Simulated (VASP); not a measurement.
ZnSe, 2 atoms in the cell. Symmetry: F-43m, No. 216, cubic system. Conventional cell: a = 5.668 Å, b = 5.668 Å, c = 5.668 Å, α = 90.00°, β = 90.00°, γ = 90.00°. Zn (site symmetry -43m) has 4 Se at 2.45 Å as nearest neighbours. Around Se (site symmetry -43m) lie 4 Zn at 2.45 Å. 

```yaml
Program: VASP 6.6.1
Task: relaxation of cell and atoms
Functional: PBE
Potentials_or_basis: VASP PAW PBE potentials, release 64 (Zn, Se)
Cutoff: 520 eV
k_mesh: 6 × 6 × 6
Occupations: gaussian, width 0.02 eV
Spin: no spin polarisation
Further_INCAR_settings: ALGO = Normal; EDIFF = 1e-07; IBRION = 2; EDIFFG = -0.002; NSW = 80; ISIF = 3
```

Potentials or basis: VASP PAW PBE potentials, release 64 (Zn, Se).

Launch:

```sh
$ cat potpaw_PBE.64/Zn/POTCAR potpaw_PBE.64/Se/POTCAR > POTCAR
$ mpirun -np 1 vasp_std > vasp.out
```

Hardware: 1 thread of AMD EPYC 7R43 64-Core Processor (Zen 3) (shared host).

How long does it take, and how much memory?

It took 47 s on 1 thread of AMD EPYC 7R43 64-Core Processor (Zen 3), with other jobs on the host, peak memory 0.14 GiB. Counts: scf iterations 32, k points 16, ion steps 3.
